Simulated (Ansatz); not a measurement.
## NiO: band structure with PBEsol+U

The system is NiO.

```
Ni O
1.0
     0.00000    2.08590    2.08590
     2.08590    0.00000    2.08590
     2.08590    2.08590    0.00000
Ni O
1 1
Cartesian
  0.0000 0.0000 0.0000
  2.0859 2.0859 2.0859
```

| Quantity | Value |
| --- | --- |
| Program | Ansatz 0.2.0 |
| Task | band structure |
| Functional | PBEsol |
| Potentials or basis | Ansatz PAW |
| Cutoff | 420 eV (not typed: the program's choice for these potentials) |
| k mesh | 11 × 11 × 11 |
| Occupations | fermi-dirac, width 0.05 eV |
| Spin | collinear spin, ferromagnetic start |
| Starting moments | [1.0, 0.0] μB |
| Hubbard terms | Ni d U = 6 eV |
| Path | [["G", "X", "W", "K", "G", "L", "U", "W", "L", "K"], ["U", "X"]] |
| Points for each segment of the path | 14 |
| Hubbard projectors | ortho-atomic (the default) |
| Double counting | fll (the default) |

```
Pressure                : 4.1 GPa
Band gap on the k mesh  : 1.93 eV, indirect (least direct gap 2.63 eV)
Band gap along the path : 1.90 eV, indirect (least direct gap 2.59 eV)
Net moment              : 2.00 μB per cell
Absolute moment         : 2.01 μB per cell
Site moments            : Ni +1.71; O +0.22 μB
```

Levels at the corners of the path, in eV from the valence-band top:
Spin up:
| point | band 10 | band 11 | band 12 | band 13 | band 14 | band 15 | band 16 | band 17 |
| --- | --- | --- | --- | --- | --- | --- | --- | --- |
| Γ | -5.54 | -1.86 | -1.86 | -1.86 | 2.18 | 18.19 | 19.25 | 19.25 |
| X | -4.57 | -4.57 | -3.27 | -3.27 | 6.50 | 11.38 | 12.51 | 17.22 |
| W | -4.57 | -3.47 | -3.47 | -2.17 | 9.00 | 11.32 | 11.32 | 13.88 |
| K | -4.69 | -3.65 | -3.22 | -1.70 | 8.22 | 10.86 | 11.25 | 16.36 |
| Γ | -5.54 | -1.86 | -1.86 | -1.86 | 2.18 | 18.19 | 19.25 | 19.25 |
| L | -4.90 | -3.39 | 0.00 | 0.00 | 6.10 | 10.77 | 14.43 | 14.43 |
| U | -4.69 | -3.65 | -3.22 | -1.70 | 8.22 | 10.86 | 11.25 | 16.36 |
| W | -4.57 | -3.47 | -3.47 | -2.17 | 9.00 | 11.32 | 11.32 | 13.88 |
| L | -4.90 | -3.39 | 0.00 | 0.00 | 6.10 | 10.77 | 14.43 | 14.43 |
| K | -4.69 | -3.65 | -3.22 | -1.70 | 8.22 | 10.86 | 11.25 | 16.36 |
| U | -4.69 | -3.65 | -3.22 | -1.70 | 8.22 | 10.86 | 11.25 | 16.36 |
| X | -4.57 | -4.57 | -3.27 | -3.27 | 6.50 | 11.38 | 12.51 | 17.22 |
Spin down:
| point | band 8 | band 9 | band 10 | band 11 | band 12 | band 13 | band 14 | band 15 |
| --- | --- | --- | --- | --- | --- | --- | --- | --- |
| Γ | -4.45 | -1.45 | -1.45 | -1.45 | 1.90 | 1.90 | 2.56 | 18.16 |
| X | -3.38 | -3.38 | -2.89 | -2.89 | 2.33 | 2.78 | 7.06 | 11.72 |
| W | -4.01 | -3.38 | -2.69 | -2.69 | 2.66 | 3.18 | 9.68 | 11.64 |
| K | -3.51 | -3.17 | -3.08 | -2.70 | 2.85 | 3.25 | 8.76 | 11.23 |
| Γ | -4.45 | -1.45 | -1.45 | -1.45 | 1.90 | 1.90 | 2.56 | 18.16 |
| L | -4.51 | -2.41 | -2.38 | -2.38 | 4.28 | 4.28 | 6.31 | 11.28 |
| U | -3.51 | -3.17 | -3.08 | -2.70 | 2.85 | 3.25 | 8.76 | 11.23 |
| W | -4.01 | -3.38 | -2.69 | -2.69 | 2.66 | 3.18 | 9.68 | 11.64 |
| L | -4.51 | -2.41 | -2.38 | -2.38 | 4.28 | 4.28 | 6.31 | 11.28 |
| K | -3.51 | -3.17 | -3.08 | -2.70 | 2.85 | 3.25 | 8.76 | 11.23 |
| U | -3.51 | -3.17 | -3.08 | -2.70 | 2.85 | 3.25 | 8.76 | 11.23 |
| X | -3.38 | -3.38 | -2.89 | -2.89 | 2.33 | 2.78 | 7.06 | 11.72 |

Eigenvalues of the final occupation matrices:
```csv
site,spin,trace,eigenvalues
site 1,1,4.99,1.00 1.00 1.00 1.00 1.00
site 1,2,3.27,0.14 0.14 1.00 1.00 1.00
```

Wall time 7.8 s on 2 threads of Arm Neoverse V1, on a shared host, peak memory 0.48 GiB.

Caveat: the magnetic or orbital state may not be the lowest; the pressure holds a Pulay correction of +0.7 GPa for the finite cutoff; a cell with one magnetic atom can't hold antiferromagnetic order, which such compounds often take; the PAW data sets come from PBE, with cores solved anew for the run's functional, which leaves a small shift of forces and pressure. The state reached can hang on the start; a lower one may exist.
